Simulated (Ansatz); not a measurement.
MgH₂: frozen-core PAW against all-electron methods

```
CELL_PARAMETERS angstrom
0.00000 2.37871 2.37871
2.37871 0.00000 2.37871
2.37871 2.37871 0.00000
ATOMIC_POSITIONS crystal
Mg 0.00000 0.00000 0.00000
H 0.25000 0.25000 0.25000
H 0.75000 0.75000 0.75000
```

Atom numbers follow the list: Mg1, H2, H3.

The cell was built from the fluorite type and relaxed in the same program, and has space group Fm-3m; it needn't be a known or the stable phase.

Methods: DFT, PBE, PAW with Ansatz's default frozen-core files, scalar-relativistic (Ansatz 0.2.0); DFT, PBE, all-electron LAPW, scalar-relativistic (Ansatz 0.2.0).

For PAW: a Γ-centred 14×14×14 k mesh, Fermi–Dirac smearing of 0.05 eV, cutoff 420 eV, no spin polarisation. LAPW targets a basis error of 1 meV/atom. The Ansatz runs share mesh, smearing and spin set-up. Plane-wave (PAW) pressures include the program's estimate of the Pulay term.

Stress and pressure are positive in compression.

Levels count from the Fermi level.

PAW results:

```tsv
quantity	PAW
pressure (GPa)	0.00
highest filled level at X (eV)	-0.408
lowest empty level at X (eV)	4.672
highest filled level at K (eV)	-4.116
lowest empty level at K (eV)	0.400
highest filled level at Γ (eV)	-10.022
lowest empty level at Γ (eV)	0.850
```

(1) What does full-potential LAPW give for the same quantities?

## Answers

(1) 
```
                      quantity     LAPW
                pressure (GPa)    -0.01
highest filled level at X (eV)   -0.410
  lowest empty level at X (eV)    4.670
highest filled level at K (eV)   -4.115
  lowest empty level at K (eV)    0.398
highest filled level at Γ (eV)  -10.020
  lowest empty level at Γ (eV)    0.853
```
